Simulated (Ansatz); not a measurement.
# BN: the cost of one run

Method: DFT PBEsol, frozen-core PAW, scalar-relativistic unless said, in Ansatz 0.2.0.

The COD entry's cell or inner coordinates are ideal or old and differ from later refinements, so a difference from it is no clean test against experiment.

7 further runs of the same task are left out: 1 that didn't finish, 6 set aside as unsound or not needed.

## 1. The starting structure

Symmetry: P6_3/mmc, No. 194, hexagonal system. Conventional cell: a = 2.498 Å, b = 2.498 Å, c = 6.636 Å, α = 90.00°, β = 90.00°, γ = 120.00°. Around B (site symmetry -6m2) lie 3 N at 1.44 Å. Around N (site symmetry -6m2) lie 3 B at 1.44 Å.

Coordinates:

```xyz
4
Lattice="2.4982 0.0000 0.0000 -1.2491 2.1635 0.0000 0.0000 0.0000 6.6357" Properties=species:S:1:pos:R:3 pbc="T T T"
B     0.0000    1.4424    1.6589
B     1.2491    0.7212    4.9768
N     0.0000    1.4424    4.9768
N     1.2491    0.7212    1.6589
```

Cartesian axes are those of the input's lattice vectors. The structure goes back to a database entry.

## 2. Cell and atoms relaxed, PAW

input.yaml reads:

```yaml
crystal:
  lattice:
    - [2.49824000002, 0.0, 0.0]
    - [-1.24912000001, 2.16353930477, 0.0]
    - [0.0, 0.0, 6.6357]
  atoms:
    - { symbol: B, position: [0.333333333333, 0.666666666667, 0.25] }
    - { symbol: B, position: [0.666666666667, 0.333333333333, 0.75] }
    - { symbol: "N", position: [0.333333333333, 0.666666666667, 0.75] }
    - { symbol: "N", position: [0.666666666667, 0.333333333333, 0.25] }
kpoints:
  mp_grid: { grid: [16, 16, 6] }
scf:
  occupations: { method: fermi_dirac, width: 0.1 }
hamiltonian:
  xc: pbesol
  pseudopotentials: { kind: paw }
relax:
  f_tol: 0.002
  max_steps: 80
  cell: {}
output:
  forces: true
  stress: true
```

Command:

```bash
ansatz run input.yaml --threads 1 --pin off --max-ram 3072MiB --backend cpu --events-out ev --progress --plain --runs-dir out
```

What time and memory should one allow on 1 thread of Intel Xeon 6975P-C (Granite Rapids), shared host?

About 15 s, with a peak of 0.39 GiB.
